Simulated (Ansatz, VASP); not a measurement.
**One calculation of Si, two programs**

INCAR

```
PREC     = Accurate       # precision mode
ENCUT    = 520            # plane-wave cutoff, eV
EDIFF    = 1E-7           # SCF threshold, eV
ISMEAR   = -1             # smearing method
SIGMA    = 0.05           # smearing width, eV
LREAL    = False          # projectors in reciprocal space
LASPH    = True           # aspherical terms in the spheres
NELM     = 100            # most SCF steps
ALGO     = Fast           # electronic algorithm
ISIF     = 2              # what is computed and relaxed
LWAVE    = False          # write WAVECAR
LCHARG   = False          # write CHGCAR
GGA      = PE             # functional
IBRION   = 2              # ionic algorithm
NSW      = 60             # ionic steps
EDIFFG   = -0.01          # ionic threshold
```

File KPOINTS:

```
regular mesh
0
Gamma
  8 8 8
```

POSCAR

```
Si
1.0
    0.0000000000      2.7218511865      2.7218511865
    2.7490696984      0.0000000000      2.7218511865
    2.7490696984      2.7218511865      0.0000000000
Si
2
Direct
    0.5000000000      0.5000000000      0.5000000000
    0.7500000000      0.7500000000      0.7500000000
```

The input input.yaml:

```yaml
crystal:
  lattice:
    - [0.0, 2.7218511865, 2.7218511865]
    - [2.7490696984, 0.0, 2.7218511865]
    - [2.7490696984, 2.7218511865, 0.0]
  atoms:
    - { symbol: Si, position: [0.5, 0.5, 0.5] }
    - { symbol: Si, position: [0.75, 0.75, 0.75] }
hamiltonian:
  xc: pbe
  pseudopotentials: { kind: paw }
kpoints:
  mp_grid: { grid: [8, 8, 8] }
scf:
  occupations: { method: fermi_dirac, width: 0.05 }
output:
  forces: true
  stress: true
  eigenvalues: true
  write_density: true
  write_potential: true
  elf: true
  volumetric_format: npy
relax:
  f_tol: 0.01
  max_steps: 40
```

Change from the starting cell: strain = 0.01.

Alike in both runs: task relaxation of the atoms; functional PBE; k mesh 8 × 8 × 8; occupations fermi-dirac, width 0.05 eV; no spin polarisation.

|  | VASP | Ansatz |
| --- | --- | --- |
| version | VASP 6.6.1 | Ansatz 0.2.0 |
| potentials or method | VASP PAW PBE potentials, release 64 (Si) | Ansatz PAW |
| plane-wave cutoff (eV) | 520 | 420 |
| valence electrons in the cell | 8 | 8 |

```tsv
	VASP	Ansatz	Ansatz less VASP
gap on the k mesh at the Fermi level, each at its own relaxed structure (eV)	0.59	0.59	-0.003
```

Caveats: the relaxation stopped at its first step, so nothing moved. A k mesh can miss the band edges.
